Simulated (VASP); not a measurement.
# Ta (Im-3m) in VASP: a series of runs

The runs below take Ta through relaxation of cell and atoms, vibrations by finite differences, with PBE.

Program: VASP 6.6.1. These are calculated values, not measurements. Logs are shortened: lines on timing, memory, paths and dates and some standing lists are left out, and cuts for length are marked.

### Step 1. Starting point

Symmetry: Im-3m, No. 229, cubic system. The conventional cell has a = 3.303 Å, b = 3.303 Å, c = 3.303 Å, α = 90.00°, β = 90.00°, γ = 90.00°. Ta (site symmetry m-3m) is surrounded by 8 Ta at 2.86 Å.

### Step 2. Relaxation of cell and atoms, PBE

INCAR reads:

```
SYSTEM = Ta
PREC     = Accurate       ! precision mode
ENCUT    = 520            ! plane-wave cutoff, eV
EDIFF    = 1E-7           ! SCF threshold, eV
ISMEAR   = 0              ! smearing method
SIGMA    = 0.3            ! smearing width, eV
LREAL    = .False.        ! projectors in reciprocal space
LASPH    = .True.         ! aspherical terms in the spheres
NELM     = 100            ! most SCF steps
ALGO     = Normal         ! electronic algorithm
ISIF     = 3              ! what is computed and relaxed
LWAVE    = .False.        ! write WAVECAR
LCHARG   = .False.        ! write CHGCAR
GGA      = PE             ! functional
IBRION   = 2              ! ionic algorithm
NSW      = 80             ! ionic steps
EDIFFG   = -0.002         ! ionic threshold
```

KPOINTS reads:

```
regular mesh
0
Gamma
  18 18 18
  0 0 0
```

POSCAR reads:

```
Ta
1.0
   -1.6512800000      1.6512800000      1.6512800000
    1.6512800000     -1.6512800000      1.6512800000
    1.6512800000      1.6512800000     -1.6512800000
Ta
1
Direct
    0.0000000000      0.0000000000      0.0000000000
```

Potentials or basis: VASP PAW PBE potentials, release 64 (Ta_pv).

Command:

```sh
$ cat potpaw_PBE.64/Ta_pv/POTCAR > POTCAR
$ mpirun -np 1 vasp_std > vasp.out
```

OUTCAR:

```text
SYSTEM = Ta
   PREC = Accurate
   ENCUT = 520
   EDIFF = 1E-7
   ISMEAR = 0
   LREAL = .False.
   LASPH = .True.
   NELM = 100
   ISIF = 3
   GGA = PE
   IBRION = 2
   NSW = 80
   EDIFFG = -0.002

 ion  position               nearest neighbor table
   1  0.000  0.000  0.000-

  LATTYP: Found a body centered cubic cell.
 ALAT       =     3.3025600000

  Lattice vectors:

 A1 = (  -1.6512800000,   1.6512800000,   1.6512800000)
 A2 = (   1.6512800000,  -1.6512800000,   1.6512800000)
 A3 = (   1.6512800000,   1.6512800000,  -1.6512800000)

Analysis of symmetry for initial positions (statically):
=====================================================================
 Subroutine PRICEL returns:
 Original cell was already a primitive cell.

 Routine SETGRP: Setting up the symmetry group for a
 body centered cubic supercell.

 Subroutine GETGRP returns: Found 48 space group operations
 (whereof 48 operations were pure point group operations)
 out of a pool of 48 trial point group operations.

The static configuration has the point symmetry O_h .

Analysis of symmetry for dynamics (positions and initial velocities):
=====================================================================
 Subroutine PRICEL returns:
 Original cell was already a primitive cell.

 Routine SETGRP: Setting up the symmetry group for a
 body centered cubic supercell.

 Subroutine GETGRP returns: Found 48 space group operations
 (whereof 48 operations were pure point group operations)
 out of a pool of 48 trial point group operations.

The dynamic configuration has the point symmetry O_h .

 Subroutine INISYM returns: Found 48 space group operations
 (whereof 48 operations are pure point group operations),
 and found     1 'primitive' translations

----------------------------------------------------------------------------------------

                                     Primitive cell

  volume of cell :      18.0104

  direct lattice vectors                    reciprocal lattice vectors
    -1.651280000  1.651280000  1.651280000     0.000000000  0.302795407  0.302795407
     1.651280000 -1.651280000  1.651280000     0.302795407  0.000000000  0.302795407
     1.651280000  1.651280000 -1.651280000     0.302795407  0.302795407  0.000000000

  length of vectors
     2.860100858  2.860100858  2.860100858     0.428217371  0.428217371  0.428217371

  position of ions in fractional coordinates (direct lattice)
     0.000000000  0.000000000  0.000000000

  ion indices of the primitive-cell ions
   primitive index   ion index
                 1           1

----------------------------------------------------------------------------------------

 KPOINTS: regular mesh

Automatic generation of k-mesh.
 Grid dimensions read from file:
 generate k-points for:   18   18   18

 Generating k-lattice:

  Cartesian coordinates                     Fractional coordinates (reciprocal lattice)
     0.000000000  0.016821967  0.016821967     0.055555556  0.000000000  0.000000000
     0.016821967  0.000000000  0.016821967     0.000000000  0.055555556  0.000000000
     0.016821967  0.016821967  0.000000000     0.000000000  0.000000000  0.055555556

  Length of vectors
     0.023789854  0.023789854  0.023789854

  Shift w.r.t. Gamma in fractional coordinates (k-lattice)
     0.000000000  0.000000000  0.000000000

 Subroutine IBZKPT returns following result:
 ===========================================

 Found    195 irreducible k-points:

 Following reciprocal coordinates:
            Coordinates               Weight
  0.000000  0.000000  0.000000      1.000000
  0.055556  0.000000  0.000000     12.000000
  0.111111  0.000000  0.000000     12.000000
  0.166667  0.000000  0.000000     12.000000
  0.222222  0.000000  0.000000     12.000000
  0.277778  0.000000  0.000000     12.000000
[... 16 lines left out ...]
  0.333333  0.111111  0.000000     48.000000
  0.388889  0.111111  0.000000     48.000000
 [... further k-points ...]
   k-points           NKPTS =    195   k-points in BZ     NKDIM =    195   number of bands    NBANDS=      9
   number of dos      NEDOS =    301   number of ions     NIONS =      1
   total plane-waves  NPLWV =  13824
   dimension x,y,z NGX =    24 NGY =   24 NGZ =   24
   dimension x,y,z NGXF=    48 NGYF=   48 NGZF=   48
   ions per type =               1
   NGX,Y,Z   is equivalent  to a cutoff of  13.95, 13.95, 13.95 a.u.
   NGXF,Y,Z  is equivalent  to a cutoff of  27.90, 27.90, 27.90 a.u.
 SYSTEM =  Ta
   PREC   = accura    normal or accurate (medium, high low for compatibility)
   ISTART =      0    job   : 0-new  1-cont  2-samecut
   ICHARG =      2    charge: 1-file 2-atom 10-const
   ISPIN  =      1    spin polarized calculation?
   LNONCOLLINEAR =      F non collinear calculations
   LSORBIT =      F    spin-orbit coupling
   LASPH  =      T    aspherical Exc in radial PAW
   ENCUT  =  520.0 eV  38.22 Ry    6.18 a.u.   5.32  5.32  5.32*2*pi/ulx,y,z
   NELM   =    100;   NELMIN=  2; NELMDL= -5     # of ELM steps
   EDIFF  = 0.1E-06   stopping-criterion for ELM
   LREAL  =      F    real-space projection
   EDIFFG = -.2E-02   stopping-criterion for IOM
   NSW    =     80    number of steps for IOM
   IBRION =      2    ionic relax: 0-MD 1-quasi-New 2-CG
   NFREE  =      1    steps in history (QN), initial steepest desc. (CG)
   ISIF   =      3    stress and relaxation
   ISYM   =      2    0-nonsym 1-usesym 2-fastsym
   POTIM  = 0.5000    time-step for ionic-motion
   TEBEG  =    0.0;   TEEND  =   0.0 temperature during run
   PSTRESS=    0.0 pullay stress
   NELECT =      11.0000    total number of electrons
   NUPDOWN=      -1.0000    fix difference up-down
   EMIN   =  10.00;   EMAX   =-10.00  energy-range for DOS
   EFERMI =   0.00;   METHOD = LEGACY
   ISMEAR =     0;   SIGMA  =   0.30  broadening in eV -4-tet -1-fermi 0-gaus
   EFERMI_NEDOS =   21; number of points for ismear=-14 and -15
   IALGO  =     38    algorithm
   IMIX   =      4    mixing-type and parameters
     AMIX     =   0.40;   BMIX     =  1.00
     AMIX_MAG =   1.60;   BMIX_MAG =  1.00
  volume/ion in A,a.u.               =      18.01       121.54
  Fermi-wavevector in a.u.,A,eV,Ry     =   1.388988  2.624806 26.249534  1.929286
  Thomas-Fermi vector in A             =   2.513061
   LORBIT       =      0    0 simple, 1 ext, 2 COOP (PROOUT), +10 PAW based schemes
   GGA     = PE    functional components
   LHFCALC =     F    Hartree Fock is set to
   AEXX    =    0.0000 exact exchange contribution
   IVDW    =     0    specifies the selected vdW correction
   LEPSILON=     F    determine dielectric tensor
   LRPA    =     F    only Hartree local field effects (RPA)
 conjugate gradient relaxation of ions
 non-spin polarized calculation
 Gauss-broadening in eV      SIGMA  =   0.30
  energy-cutoff  :      520.00
  volume of cell :       18.01
 maximum number of plane-waves:       498
 NGX is ok and might be reduce to    24
   NGX = 11   NGY = 11   NGZ = 11

--------------------------------------- Ionic step        1  -------------------------------------------

 number of electron      11.0000002 magnetization

 Free energy of the ion-electron system (eV)
  ---------------------------------------------------
  ext. energy  EPLUGINS =         0.00000000
  ---------------------------------------------------
  free energy    TOTEN  =       -11.83945473 eV

  energy without entropy =      -11.78029234  energy(sigma->0) =      -11.80987354

------------------------ aborting loop because EDIFF is reached ----------------------------------------

  FORCE on cell =-STRESS in cart. coord.  units (eV):
  Direction    XX          YY          ZZ          XY          YZ          ZX
  --------------------------------------------------------------------------------------
  -------------------------------------------------------------------------------------
  Total        0.3816660      0.3816660      0.3816660     -0.0000000      0.0000000     -0.0000000
  in kB       33.9525153     33.9525153     33.9525153     -0.0000000      0.0000000     -0.0000000
  external PRESSURE =      33.9525153 kB  Pullay stress =       0.0000000 kB
[... 86 lines left out ...]
  FREE ENERGIE OF THE ION-ELECTRON SYSTEM (eV)
  ---------------------------------------------------
  free  energy   TOTEN  =       -11.8426497160 eV

  energy  without entropy=      -11.7821733637  energy(sigma->0) =      -11.81241154

[... ionic steps 4 to 13 ...]

--------------------------------------- Ionic step       14  -------------------------------------------

 number of electron      11.0000000 magnetization

------------------------ aborting loop because EDIFF is reached ----------------------------------------

  FORCE on cell =-STRESS in cart. coord.  units (eV):
  Direction    XX          YY          ZZ          XY          YZ          ZX
  --------------------------------------------------------------------------------------
  -------------------------------------------------------------------------------------
  Total        0.0034699      0.0034699      0.0034699     -0.0000000     -0.0000000      0.0000000
  in kB        0.3035330      0.3035330      0.3035330     -0.0000000     -0.0000000      0.0000000
  external PRESSURE =       0.3035330 kB  Pullay stress =       0.0000000 kB
[... 55 lines left out ...]
  energy  without entropy=      -11.7821925194  energy(sigma->0) =      -11.81242141

--------------------------------------- Ionic step       16  -------------------------------------------

 number of electron      11.0000000 magnetization

 Free energy of the ion-electron system (eV)
  ---------------------------------------------------
  ext. energy  EPLUGINS =         0.00000000
  ---------------------------------------------------
  free energy    TOTEN  =       -11.84265029 eV

  energy without entropy =      -11.78218773  energy(sigma->0) =      -11.81241901

 E-fermi :   5.3723     XC(G=0): -12.5319

 val. band max:        5.3596237862   @ k =   0.3333   0.1667   0.0556
 cond. band min:       5.3788745294   @ k =  -0.2778   0.3889   0.1111
 fundamental gap:      0.0192507432
 Fermi energy:         5.3722712092

 k-point     1 :       0.0000    0.0000    0.0000
  band No.  band energies     occupation
      1     -27.7850      2.00000
      2     -27.7850      2.00000
      3     -27.7850      2.00000
      4      -2.5007      2.00000
      5       6.0864      0.00076
      6       6.0864      0.00076
      7       6.0864      0.00076
      8       9.3000      0.00000
      9       9.3000      0.00000
[... 265 lines left out ...]
 k-point    24 :       0.3889    0.1111    0.0000
  band No.  band energies     occupation
      1     -28.8264      2.00000
      2     -28.1748      2.00000
      3     -27.8401      2.00000
      4       1.4304      2.00000
      5       3.9742      2.00000
      6       5.9617      0.00546
      7       9.0453      0.00000
      8      10.3086      0.00000
      9      13.0870      0.00000

 [... further k-points ...]
[... 5 lines left out ...]
  --------------------------------------------------------------------------------------
  -------------------------------------------------------------------------------------
  Total        0.0004354      0.0004354      0.0004354      0.0000000      0.0000000     -0.0000000
  in kB        0.0380817      0.0380817      0.0380817      0.0000000      0.0000000     -0.0000000
  external PRESSURE =       0.0380817 kB  Pullay stress =       0.0000000 kB
[... 16 lines left out ...]
  FREE ENERGIE OF THE ION-ELECTRON SYSTEM (eV)
  ---------------------------------------------------
  free  energy   TOTEN  =       -11.8426502915 eV

  energy  without entropy=      -11.7821877260  energy(sigma->0) =      -11.81241901

 reached required accuracy - stopping structural energy minimisation
```

It took 1.7 min on 1 thread of Intel Xeon Platinum 8259CL at 2.50GHz (Skylake/Cascade Lake), shared host; peak memory 0.18 GiB.

Results:

```yaml
Free_energy: -11.8427 eV
Relaxed_volume: 18.32 Å³/atom
Relaxed_cell: a = 2.876 Å, b = 2.876 Å, c = 2.876 Å, α = 109.47°, β = 109.47°, γ = 109.47°
Space_group_after_relaxing_to_0.05_Å: Im-3m (No. 229)
Energy_gained_by_relaxing: 3.2 meV/atom
Ionic_steps: 16
Pressure_after_relaxing: 0.0 GPa
Band_gap_on_the_k_mesh: none (metal or under the smearing width)
```

The path:
| step | energy change (eV) | largest force (eV/Å) | pressure (GPa) | volume (Å³) |
| --- | --- | --- | --- | --- |
| 1 | 0.0000 | 0.0000 | 3.40 | 18.01 |
| 2 | 0.0124 | 0.0000 | -6.85 | 19.02 |
| 3 | -0.0032 | 0.0000 | -0.03 | 18.32 |
| 4 | -0.0032 | 0.0000 | 0.03 | 18.31 |
| 5 | -0.0032 | 0.0000 | 0.03 | 18.31 |
| 6 | -0.0032 | 0.0000 | 0.03 | 18.31 |
| 7 | -0.0032 | 0.0000 | 0.03 | 18.31 |
| 8 | -0.0032 | 0.0000 | 0.03 | 18.31 |
| 9 | -0.0032 | 0.0000 | 0.03 | 18.31 |
| 10 | -0.0032 | 0.0000 | 0.03 | 18.31 |
| 11 | -0.0032 | 0.0000 | 0.03 | 18.32 |
| 12 | -0.0032 | 0.0000 | 0.03 | 18.32 |
| 13 | -0.0032 | 0.0000 | 0.03 | 18.32 |
| 14 | -0.0032 | 0.0000 | 0.03 | 18.32 |
| 15 | -0.0032 | 0.0000 | 0.03 | 18.32 |
| 16 | -0.0032 | 0.0000 | 0.00 | 18.32 |

Final structure:
```cif
data_structure
_symmetry_space_group_name_H-M 'P 1'
_symmetry_Int_Tables_number 1
_cell_length_a 2.8763
_cell_length_b 2.8763
_cell_length_c 2.8763
_cell_angle_alpha 109.471
_cell_angle_beta 109.471
_cell_angle_gamma 109.471
_cell_volume 18.32
loop_
_atom_site_label
_atom_site_type_symbol
_atom_site_fract_x
_atom_site_fract_y
_atom_site_fract_z
_atom_site_occupancy
Ta1 Ta 0.00000 0.00000 0.00000 1
```

Levels at points of the mesh, in eV from the Fermi level:
```tsv
k point	band 3	band 4	band 5	band 6	band 7	band 8
(0.00, 0.00, 0.00)	-33.16	-7.87	0.71	0.71	0.71	3.93
(0.50, 0.00, 0.00)	-33.16	-4.32	-1.51	1.49	3.80	4.81
(0.50, 0.50, 0.50)	-33.93	-3.72	-3.72	6.68	6.68	6.68
```

### Step 3. Relaxation of cell and atoms, PBE

This run uses another cell than the first one, of 18.32 Å³/atom, 1.017 times its volume.

INCAR is that of step 2.

KPOINTS is that of step 2.

POSCAR reads:

```
Ta                                      
1.0
   -1.6606147839      1.6606147839      1.6606147839
    1.6606147839     -1.6606147839      1.6606147839
    1.6606147839      1.6606147839     -1.6606147839
  Ta            
     1
Direct
     1.0000000000000000    0.0000000000000000    0.0000000000000000
```

Potentials or basis: VASP PAW PBE potentials, release 64 (Ta_pv).

Command:

```sh
$ cat potpaw_PBE.64/Ta_pv/POTCAR > POTCAR
$ mpirun -np 1 vasp_std > vasp.out
```

It took 21 s on 1 thread of Intel Xeon Platinum 8259CL at 2.50GHz (Skylake/Cascade Lake), shared host; peak memory 0.17 GiB.

The run converged. Its results:

| Quantity | Value |
| --- | --- |
| Free energy | -11.8428 eV |
| Pressure after relaxing | 0.0 GPa |
| Band gap on the k mesh | none (metal or under the smearing width) |

Final structure:
```xyz
1
Lattice="-1.6606 1.6606 1.6606 1.6606 -1.6606 1.6606 1.6606 1.6606 -1.6606" Properties=species:S:1:pos:R:3 pbc="T T T"
Ta    0.0000    0.0000    0.0000
```

Levels at points of the mesh, in eV from the Fermi level:
```csv
k point,band 3,band 4,band 5,band 6,band 7,band 8
"(0.00, 0.00, 0.00)",-33.16,-7.87,0.71,0.71,0.71,3.93
"(0.50, 0.00, 0.00)",-33.16,-4.32,-1.51,1.49,3.80,4.81
"(0.50, 0.50, 0.50)",-33.93,-3.72,-3.72,6.68,6.68,6.68
```

Caveat: the relaxation stopped at its first step, so nothing moved. Spin-orbit coupling is left out, which matters for the levels of Ta.

(Continued in part 2 of 2.)
